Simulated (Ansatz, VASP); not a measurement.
## One calculation of MgS, two programs

File INCAR:

```
SYSTEM = MgS
PREC = Accurate
ENCUT = 520
EDIFF = 1E-6
ISMEAR = 0
SIGMA = 0.05
LREAL = .False.
LASPH = .True.
NELM = 60
ALGO = Normal
ISIF = 2
LWAVE = .False.
LCHARG = .False.
GGA = PE
NBANDS = 11
```

KPOINTS

```
regular mesh
0
Gamma
  8 8 8
  0 0 0
```

Contents of POSCAR:

```
MgS
1.0
    0.0000000000      2.4554372700      2.6016500000
    2.7478627300      0.0000000000      2.6016500000
    2.7478627300      2.4554372700      0.0000000000
Mg S
1 1
Direct
    0.0000000000      0.0000000000      0.0000000000
    0.5000000000      0.5000000000      0.5000000000
```

Input for Ansatz:

```yaml
crystal:
  lattice:
    - [0.0, 2.45543727, 2.60165]
    - [2.74786273, 0.0, 2.60165]
    - [2.74786273, 2.45543727, 0.0]
  atoms:
    - { symbol: Mg, position: [0.0, 0.0, 0.0] }
    - { symbol: S, position: [0.5, 0.5, 0.5] }
basis:
  ecutwfc: 420
kpoints:
  mp_grid: { grid: [8, 8, 8] }
hamiltonian:
  xc: pbe
scf:
  occupations: { method: gaussian, width: 0.05 }
output:
  forces: true
  stress: true
  eigenvalues: true
```

Change from the starting cell: strain +0.0562 x Voigt [1, -1, 0, 0, 0, 0], atoms carried along.

Alike in both runs: task single point; functional PBE; k mesh 8 × 8 × 8; occupations gaussian, width 0.05 eV; no spin polarisation.

|  | VASP | Ansatz |
| --- | --- | --- |
| version | VASP 6.6.1 | Ansatz 0.2.0 |
| potentials or method | VASP PAW PBE potentials, release 64 (Mg, S) | scalar-relativistic, plane waves, PAW |
| plane-wave cutoff (eV) | 520 | 420 |
| valence electrons in the cell | 8 | 16 |

Ansatz gave:

- gap on the k mesh at the Fermi level (eV): 2.43
- least direct gap on the mesh (eV): 3.56
- pressure (GPa): 3.0
- largest component of the traceless stress (GPa): 6.91

Task: Which values does VASP return?

Result: gap on the k mesh at the Fermi level (eV): 2.42; least direct gap on the mesh (eV): 3.55; pressure (GPa): 2.7; largest component of the traceless stress (GPa): 6.89.

The two sets of potentials don't hold the same shells in valence.

A k mesh can miss the band edges.
